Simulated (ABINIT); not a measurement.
# A GW chain in ABINIT: GaAs (F-43m), part 2 of 3

Aim: the G0W0 gap of GaAs (F-43m) on PBE, step by step.

ABINIT 10.8.3; PBE and many-body steps on it, plane waves. Known limits of the many-body steps: not at the basis limit; screening runs away on this mesh; no spin-orbit coupling; coarse k mesh.

So far. Step 2 (Ground state): The gap is direct, at Γ.

### 3. Bands along the symmetry lines

Level of this step: DFT, PBE, plane waves, norm-conserving pseudopotentials (ABINIT).

Levels along a band path, at the cheap level, show where the edges lie and whether the meshes to come will hold them.

Contents of run.abi:

```
acell 3*1.0 Angstrom
rprim 
  0.000000000000 2.826850000000 2.826850000000
  2.826850000000 0.000000000000 2.826850000000
  2.826850000000 2.826850000000 0.000000000000
ntypat 2
znucl 31 33
natom 2
typat 1 2
xred 
  0.000000000000 0.000000000000 0.000000000000
  0.250000000000 0.250000000000 0.250000000000
pp_dirpath "pseudos"
pseudos "Ga.upf, As.upf"
ecut 45
iscf -2
irdden 1
kptopt 0
nkpt 50
kpt 
  0.00000000 0.00000000 0.00000000
  -0.06250000 -0.06250000 0.00000000
  -0.12500000 -0.12500000 0.00000000
  -0.18750000 -0.18750000 0.00000000
  -0.25000000 -0.25000000 0.00000000
  -0.31250000 -0.31250000 0.00000000
  -0.37500000 -0.37500000 0.00000000
  -0.43750000 -0.43750000 0.00000000
  -0.50000000 -0.50000000 0.00000000
  -0.48437500 -0.48437500 0.03125000
  -0.46875000 -0.46875000 0.06250000
  -0.45312500 -0.45312500 0.09375000
  -0.43750000 -0.43750000 0.12500000
  -0.42187500 -0.42187500 0.15625000
  -0.40625000 -0.40625000 0.18750000
  -0.39062500 -0.39062500 0.21875000
  -0.37500000 -0.37500000 0.25000000
  -0.37500000 0.00000000 0.37500000
  -0.32812500 0.00000000 0.32812500
  -0.28125000 0.00000000 0.28125000
  -0.23437500 0.00000000 0.23437500
  -0.18750000 0.00000000 0.18750000
  -0.14062500 0.00000000 0.14062500
  -0.09375000 0.00000000 0.09375000
  -0.04687500 0.00000000 0.04687500
  0.00000000 0.00000000 0.00000000
  0.00000000 0.00000000 0.06250000
  0.00000000 0.00000000 0.12500000
  0.00000000 0.00000000 0.18750000
  0.00000000 0.00000000 0.25000000
  0.00000000 0.00000000 0.31250000
  0.00000000 0.00000000 0.37500000
  0.00000000 0.00000000 0.43750000
  -0.00000000 -0.00000000 0.50000000
  -0.06250000 -0.03125000 0.46875000
  -0.12500000 -0.06250000 0.43750000
  -0.18750000 -0.09375000 0.40625000
  -0.25000000 -0.12500000 0.37500000
  -0.31250000 -0.15625000 0.34375000
  -0.37500000 -0.18750000 0.31250000
  -0.43750000 -0.21875000 0.28125000
  -0.50000000 -0.25000000 0.25000000
  -0.50000000 -0.28125000 0.21875000
  -0.50000000 -0.31250000 0.18750000
  -0.50000000 -0.34375000 0.15625000
  -0.50000000 -0.37500000 0.12500000
  -0.50000000 -0.40625000 0.09375000
  -0.50000000 -0.43750000 0.06250000
  -0.50000000 -0.46875000 0.03125000
  -0.50000000 -0.50000000 0.00000000
istwfk *1
nband 29
nbdbuf 2
tolwfr 1e-08
nstep 40
prtwf 0
prtvol 0
indata_prefix "in"
outdata_prefix "out"
tmpdata_prefix "tmp"
```

Launch:

```
> OMP_NUM_THREADS=1 mpirun -n 4 abinit run.abi > log
```

Numbers of over 12 decimals in the logs are rounded to 6 here.

Log:

```text
.Version 10.8.3 of ABINIT. v10.8.2 released Aug 2026.

 Symmetries : space group F-4 3 m (#216); Bravais cF (face-center cubic)
[... echo of the input left out ...]
== DATASET  1 ==================================================================
-   mpi_nproc: 4, omp_nthreads: 1 (-1 if OMP is not activated)

--- !DatasetInfo
iteration_state: {dtset: 1, }
dimensions: {natom: 2, nkpt: 50, mband: 29, nsppol: 1, nspinor: 1, nspden: 1, mpw: 4477, }
cutoff_energies: {ecut:  45.0, pawecutdg:  -1.0, }
electrons: {nelect:   4.40000000E+01, charge:   0.00000000E+00, occopt:   1.00000000E+00, tsmear:   1.00000000E-02, }

 Real(R)+Recip(G) space primitive vectors, cartesian coordinates (Bohr,Bohr^-1):
 R(1)=  0.0000000  5.3419723  5.3419723  G(1)= -0.0935984  0.0935984  0.0935984
 R(2)=  5.3419723  0.0000000  5.3419723  G(2)=  0.0935984 -0.0935984  0.0935984
 R(3)=  5.3419723  5.3419723  0.0000000  G(3)=  0.0935984  0.0935984 -0.0935984
 Unit cell volume ucvol=  3.0488418E+02 bohr^3
 Angles (23,13,12)=  6.00000000E+01  6.00000000E+01  6.00000000E+01 degrees

 getcut: wavevector=  0.0000  0.0000  0.0000  ngfft=  48  48  48
         ecut(hartree)=     45.000   => boxcut(ratio)=   2.10404

--- Pseudopotential description ------------------------------------------------
- Ga Generated using ONCVPSP code by D. R. Hamann
- 31.00000  21.00000  171031                  znucl, zion, pspdat
12 -101130 2 -1 1902                          pspcod,pspxc,lmax,lloc,mmax
     nproj     2     2     2
  pspatm : epsatm=   21.85474337
         --- l  ekb(1:nproj) -->
             0    4.962806   -1.220223
             1   -5.679278   -1.350476
             2  -10.596651   -3.839775
 pspatm: atomic psp has been read  and splines computed

- As Generated using ONCVPSP code by D. R. Hamann
- 33.00000  23.00000  171031                  znucl, zion, pspdat
12 -101130 2 -1 1358                          pspcod,pspxc,lmax,lloc,mmax
     nproj     2     2     2
  pspatm : epsatm=   24.77333152
         --- l  ekb(1:nproj) -->
[...]
pspatm: atomic psp has been read  and splines computed

--------------------------------------------------------------------------------

================================================================================
 prteigrs : about to open file out_EIG
 Non-SCF case, kpt    1 (  0.00000  0.00000  0.00000), residuals and eigenvalues=
  7.95E-09  4.10E-09  8.72E-10  4.22E-09  1.87E-09  2.51E-09  6.84E-09  4.92E-09
  4.52E-09  6.80E-09  5.31E-09  1.63E-09  2.65E-09  3.05E-09  6.31E-09  5.72E-09
  3.83E-09  3.66E-09  7.04E-09  2.25E-09  2.99E-09  6.38E-09  8.69E-09  9.63E-09
  3.50E-09  7.40E-09  6.12E-09  1.08E-06  2.68E-05
 -6.5841E+00 -5.0788E+00 -4.5024E+00 -4.5024E+00 -4.5024E+00 -3.2656E+00
 -3.2656E+00 -3.2656E+00 -1.0842E+00 -1.0842E+00 -1.0842E+00 -1.0838E+00
 -1.0838E+00 -3.3685E-01 -3.3685E-01 -3.3685E-01 -3.3402E-01 -3.3402E-01
[...]
1.73E-09  1.85E-09  3.51E-09  1.38E-07  1.65E-05
[...]
Non-SCF case, kpt    3 ( -0.12500 -0.12500  0.00000), residuals and eigenvalues=
[...]
Non-SCF case, kpt   49 ( -0.50000 -0.46875  0.03125), residuals and eigenvalues=
[...]
Non-SCF case, kpt   50 ( -0.50000 -0.50000  0.00000), residuals and eigenvalues=
[...]
-1.0837E+00 -3.4072E-01 -3.3464E-01 -3.3464E-01 -3.3460E-01 -3.3301E-01
 -1.6768E-01 -4.2359E-02  1.0989E-01  1.0989E-01  2.6225E-01  2.6928E-01
[...]
--- !ResultsGS
iteration_state: {dtset: 1, }
comment   : Summary of ground state results
lattice_vectors:
- [  0.0000000,   5.3419723,   5.3419723, ]
- [  5.3419723,   0.0000000,   5.3419723, ]
- [  5.3419723,   5.3419723,   0.0000000, ]
lattice_lengths: [   7.55469,    7.55469,    7.55469, ]
lattice_angles: [ 60.000,  60.000,  60.000, ] # degrees, (23, 13, 12)
lattice_volume:   3.0488418E+02
convergence: {deltae:  0.000E+00, res2:  0.000E+00, residm:  9.967E-09, diffor:  0.000E+00, }
etotal    :  -5.53587247E+02
entropy   :   0.00000000E+00
fermie    :   2.08235878E-01
cartesian_stress_tensor: null
pressure_GPa: null
xred      :
- [  0.0000E+00,   0.0000E+00,   0.0000E+00, Ga]
- [  2.5000E-01,   2.5000E-01,   2.5000E-01, As]
cartesian_forces: null
force_length_stats: {min: null, max: null, mean: null, }

 Integrated electronic density in atomic spheres:
 ------------------------------------------------
 Atom  Sphere_radius  Integrated_density
[...]
================================================================================

 ----iterations are completed or convergence reached----

 Mean square residual over all n,k,spin=   48.042E-10; max=  99.673E-10
 reduced coordinates (array xred) for    2 atoms
       0.000000000000      0.000000000000      0.000000000000
       0.250000000000      0.250000000000      0.250000000000

 cartesian coordinates (angstrom) at end:
    1      0.000000     0.000000     0.000000
    2      1.413425     1.413425     1.413425
 length scales=  1.889726125908  1.889726125908  1.889726125908 bohr
              =  1.000000000000  1.000000000000  1.000000000000 angstroms
 prteigrs : about to open file out_EIG
 Eigenvalues (hartree) for nkpt=  50  k points:
 kpt#   1, nband= 29, wtk=  1.00000, kpt=  0.0000  0.0000  0.0000 (reduced coord)
[...]
kpt#   2, nband= 29, wtk=  1.00000, kpt= -0.0625 -0.0625  0.0000 (reduced coord)
[...]
kpt#   3, nband= 29, wtk=  1.00000, kpt= -0.1250 -0.1250  0.0000 (reduced coord)
[...]
kpt#  49, nband= 29, wtk=  1.00000, kpt= -0.5000 -0.4687  0.0313 (reduced coord)
[...]
0.57609    0.57670    0.61192    0.68199    0.70271
 kpt#  50, nband= 29, wtk=  1.00000, kpt= -0.5000 -0.5000  0.0000 (reduced coord)
[...]
-1.08414   -1.08402   -1.08402   -1.08377   -1.08368   -0.34072   -0.33464   -0.33464
  -0.33460   -0.33301   -0.16768   -0.04236    0.10989    0.10989    0.26225    0.26928
   0.58231    0.58231    0.61197    0.69814    0.70285

== END DATASET(S) ==============================================================
================================================================================

 -outvars: echo values of variables after computation  --------
            nband          29
             nkpt          50
          spgroup         216
 [... the other variables as echoed above ...]

 Calculation completed.
```

Elapsed: 29 s, on 4 MPI ranks of Arm Neoverse V1, shared host; peak memory 0.36 GiB.

Numbers from this step:

```yaml
gap: 0.5078 eV
k_of_the_valence_top: 0, 0, 0
k_of_the_conduction_bottom: 0, 0, 0
least_direct_gap: 0.5078 eV
```

The gap is 0.508 eV, as in the run before at this level.

Electronic bands along the path, in eV, zero at the top of the highest filled band:

```tsv
point	band 19	band 20	band 21	band 22	band 23	band 24	band 25	band 26
Γ	-12.73	0.00	0.00	0.00	0.51	3.74	3.74	3.74
halfway	-11.80	-4.09	-1.69	-1.69	1.99	3.27	6.62	6.62
X	-10.23	-6.82	-2.68	-2.68	1.47	1.66	10.18	10.18
halfway	-10.22	-6.77	-3.20	-2.57	1.66	2.57	9.21	9.43
U	-10.27	-6.63	-3.86	-2.26	1.97	4.64	7.96	8.07
jump to K	-10.27	-6.63	-3.86	-2.26	1.97	4.64	7.96	8.07
halfway	-11.72	-4.56	-2.44	-0.68	2.68	4.77	4.81	5.65
Γ	-12.73	0.00	0.00	0.00	0.51	3.74	3.74	3.74
halfway	-12.04	-4.14	-0.68	-0.68	1.45	4.60	4.60	5.96
L	-10.97	-6.64	-1.14	-1.14	1.00	4.65	4.65	7.76
halfway	-10.63	-6.49	-3.22	-1.94	3.03	4.18	6.35	7.70
W	-10.17	-6.63	-3.53	-3.34	4.62	4.73	5.42	6.05
halfway	-10.20	-6.73	-3.14	-3.04	2.56	2.76	8.15	8.36
X	-10.23	-6.82	-2.68	-2.68	1.47	1.66	10.18	10.18
```

The electronic bands as a text plot (rows in eV, shown from -8.0 to 6.5 only):

```
    6.2 |                  +++              +         ++ +++
    5.6 |    +              +++++++                  +  ++++
    5.0 |  ++                   +  ++      + ++   +++    ++
    4.4 |                 +      ++      ++++  +++++++++++++
    3.8 |++              +         ++++++++             +   +
    3.2 |  +++++        +                             ++
    2.6 |  +++  +++    +   ++++++++                  +       ++
    2.0 |     ++   ++ + +++        ++               +         +++
    1.4 | +     ++++++++             +  ++++++++  ++            +
    0.8 |+                            ++        ++
    0.2 |*                           ****
   -0.4 | ***                   ******   ****
   -1.0 | *  *                **   ***  *    ********
   -1.7 |     **           ***   **               ** **
   -2.3 |  **   ***     ***     *  **    **         *  *
   -2.9 |    *     *****      **           *         *  **   ****
   -3.5 |              ***  **   **                   *******
   -4.1 |     **          **                *
   -4.7 |                       *
   -5.3 |       **            **             **
   -5.9 |         *         **                 *
   -6.5 |          **  *****                    ***************
   -7.1 |            **                                        **
   -7.7 |
         Γ           X  U|K            Γ         L        W     X
```

### 4. Empty states on the mesh, 4×4×4 mesh, 132 bands

The sums over transitions need many empty states on a uniform mesh; this step solves for them.

Contents of run.abi:

```
acell 3*1.0 Angstrom
rprim 
  0.000000000000 2.826850000000 2.826850000000
  2.826850000000 0.000000000000 2.826850000000
  2.826850000000 2.826850000000 0.000000000000
ntypat 2
znucl 31 33
natom 2
typat 1 2
xred 
  0.000000000000 0.000000000000 0.000000000000
  0.250000000000 0.250000000000 0.250000000000
pp_dirpath "pseudos"
pseudos "Ga.upf, As.upf"
ecut 45
ngkpt 4 4 4
nshiftk 1
shiftk 0 0 0
kptopt 1
chksymbreak 0
irdden 1
istwfk *1
nband 132
prtvol 0
optdriver 6
gwr_task "HDIAGO"
paral_kgb 0
occopt 1
indata_prefix "in"
outdata_prefix "out"
tmpdata_prefix "tmp"
```

Log:

```text
[banner, memory and clock lines left out]
.Version 10.8.3 of ABINIT. v10.8.2 released Aug 2026.

 Symmetries : space group F-4 3 m (#216); Bravais cF (face-center cubic)
[... echo of the input left out ...]
== DATASET  1 ==================================================================
-   mpi_nproc: 4, omp_nthreads: 1 (-1 if OMP is not activated)

--- !DatasetInfo
iteration_state: {dtset: 1, }
dimensions: {natom: 2, nkpt: 8, mband: 132, nsppol: 1, nspinor: 1, nspden: 1, mpw: 4477, }
cutoff_energies: {ecut:  45.0, pawecutdg:  -1.0, }
electrons: {nelect:   4.40000000E+01, charge:   0.00000000E+00, occopt:   1.00000000E+00, tsmear:   1.00000000E-02, }

.Using double precision arithmetic; gwpc =  8

- Reading GS density from: in_DEN

--- Pseudopotential description ------------------------------------------------
- Ga Generated using ONCVPSP code by D. R. Hamann
- 31.00000  21.00000  171031                  znucl, zion, pspdat
12 -101130 2 -1 1902                          pspcod,pspxc,lmax,lloc,mmax
     nproj     2     2     2
  pspatm : epsatm=   21.85474337
         --- l  ekb(1:nproj) -->
             0    4.962806   -1.220223
             1   -5.679278   -1.350476
             2  -10.596651   -3.839775
 pspatm: atomic psp has been read  and splines computed

- As Generated using ONCVPSP code by D. R. Hamann
- 33.00000  23.00000  171031                  znucl, zion, pspdat
12 -101130 2 -1 1358                          pspcod,pspxc,lmax,lloc,mmax
     nproj     2     2     2
  pspatm : epsatm=   24.77333152
         --- l  ekb(1:nproj) -->
             0    4.034276   -2.353825
             1   -6.723548   -2.113112
             2  -10.105298   -4.355719
 pspatm: atomic psp has been read  and splines computed

   2.05163530E+03                                ecore*ucvol(ha*bohr**3)

 Total charge density [el/Bohr^3]
)     Maximum=    7.1036E+00  at reduced coord.    0.2083    0.2708    0.3125
)     Minimum=    2.2576E-03  at reduced coord.    0.7500    0.7500    0.7500
   Integrated=    4.4000E+01

 === KS gaps after direct diagonalization ===
 Direct band gap semiconductor
 Fundamental gap:     0.508 (eV)
   VBM:     5.666 (eV) at k: [ 0.0000E+00,  0.0000E+00,  0.0000E+00]
   CBM:     6.174 (eV) at k: [ 0.0000E+00,  0.0000E+00,  0.0000E+00]
 Direct gap:         0.508 (eV) at k: [ 0.0000E+00,  0.0000E+00,  0.0000E+00]

== END DATASET(S) ==============================================================

 -outvars: echo values of variables after computation  --------
           etotal      0.0000000000E+00
            nband         132
             nkpt           8
          spgroup         216
 [... the other variables as echoed above ...]

 Calculation completed.
```

Elapsed: 2 min, on 4 MPI ranks; peak memory 4.4 GiB.

Numbers from this step:

```yaml
gap: 0.5078 eV
k_of_the_valence_top: 0, 0, 0
k_of_the_conduction_bottom: 0, 0, 0
least_direct_gap: 0.5078 eV
k_points_computed: 8
lowest_point_of_the_top_converged_band_above_the_valence_top: 87.1279 eV
```

On this mesh the gap is 0.508 eV.

### 5. Screening, 4×4×4 mesh, 124 bands, screening to 163.3 eV

The RPA dielectric matrix is built and inverted for each q.

This step: RPA screening on PBE, plane waves, norm-conserving pseudopotentials.

Changes to run.abi since step 4:

```diff
@@ -20,10 +20,11 @@
 chksymbreak 0
-irdden 1
 istwfk *1
-nband 132
-prtvol 0
-optdriver 6
-gwr_task "HDIAGO"
-paral_kgb 0
 occopt 1
+irdwfk 1
+optdriver 3
+nband 124
+ecuteps 6
+inclvkb 2
+awtr 1
+symchi 1
 indata_prefix "in"
```

Log:

```text
.Version 10.8.3 of ABINIT. v10.8.2 released Aug 2026.

 Symmetries : space group F-4 3 m (#216); Bravais cF (face-center cubic)
[... echo of the input left out ...]
== DATASET  1 ==================================================================
-   mpi_nproc: 4, omp_nthreads: 1 (-1 if OMP is not activated)

--- !DatasetInfo
iteration_state: {dtset: 1, }
dimensions: {natom: 2, nkpt: 8, mband: 124, nsppol: 1, nspinor: 1, nspden: 1, mpw: 4477, }
cutoff_energies: {ecut:  45.0, pawecutdg:  -1.0, }
electrons: {nelect:   4.40000000E+01, charge:   0.00000000E+00, occopt:   1.00000000E+00, tsmear:   1.00000000E-02, }

 SCREENING: Calculation of the susceptibility and dielectric matrices

 Based on a program developped by R.W. Godby, V. Olevano, G. Onida, and L. Reining.
 Incorporated in ABINIT by V. Olevano, G.-M. Rignanese, and M. Torrent.
.Using double precision arithmetic ; gwpc =  8

[... cell and pseudopotentials left out ...]
--------------------------------------------------------------------------------

 ==== K-mesh for the wavefunctions ====
 Number of points in the irreducible wedge :     8
[... list of points left out ...]
 Together with 24 symmetry operations and time-reversal symmetry
 yields    64 points in the full Brillouin Zone.

 ==== Q-mesh for the screening function ====
 Number of points in the irreducible wedge :     8
[... list of points left out ...]
 Together with 24 symmetry operations and time-reversal symmetry
 yields    64 points in the full Brillouin Zone.

 setmesh: FFT mesh size selected  =    32x   32x   32
          total number of points  =        32768

 vcoul_init : cutoff-mode = AUXILIARY_FUNCTION
 q-points for optical limit:   1
     1)      0.000010    0.000020    0.000030

- screening: taking advantage of time-reversal symmetry
- Maximum band index for partially occupied states nbvw = 22
- Remaining bands to be divided among processors   nbcw = 102
- Number of bands treated by each node ~25

 Number of electrons calculated from density =   44.0000; Expected =   44.0000
 average of density, n =  0.144317
 r_s =    1.1827
 omega_plasma =   36.6450 [eV]

 calculating chi0 at frequencies [eV] :
  1    0.000000E+00    0.000000E+00
  2    0.000000E+00    3.664498E+01

--------------------------------------------------------------------------------
  q-point number  1        q = ( 0.000000, 0.000000, 0.000000) [r.l.u.]
--------------------------------------------------------------------------------
[... chi0 elements left out ...]
 For q-point:  0.000010 0.000020 0.000030
  dielectric constant = 140.6758
  dielectric constant without local fields = 149.5654

  Average fulfillment of the sum rule on Im[epsilon] for q-point    1 :     36.51  [%]
[... wings left out ...]
  q-point number  2        q = ( 0.250000, 0.000000, 0.000000) [r.l.u.]
--------------------------------------------------------------------------------
[... chi0 elements left out ...]
  Average fulfillment of the sum rule on Im[epsilon] for q-point    2 :     42.57  [%]

 [... 6 further q-points ...]
```

The job ended after 58 s (4 MPI ranks; peak memory 1.2 GiB).

Numbers from this step:

```
ε∞ with local fields, on this mesh, along the program's q direction : 140.7
the same without local fields                                       : 149.6
plasma frequency                                                    : 36.65 eV
plane waves in the screening matrix                                 : 181
```

Local fields lower ε∞ by 6 %. The value itself is an artefact of the mesh, where one narrow direct gap carries too much weight.

[end of part 2 of 3]

[Paths, hosts, dates, memory and timing lines, banners, echoed tables and standing remarks are left out of the program output.]

[Logs are printed without paths, hosts, clocks, repeated set-up lines and the standing remarks that a program may print on its own settings, such as how far it seeks lower states.]

[Runs of the session that timed out or met a known fault of the program may be left out.]

[Hosts, paths, dates, database ids (printed as entryN), source tags and the programs' standing remarks are cut or masked in the printed files.]

[G0W0 gaps are taken among the corrected bands and points alone; a level outside them can change the order at an edge.]

[Where Ansatz stands beside ABINIT at settings called matched, ABINIT's density can come from a denser mesh and the files from another edition; pairs whose starting gaps differed by over 0.03 eV were left out, so agreement reads better than it is.]
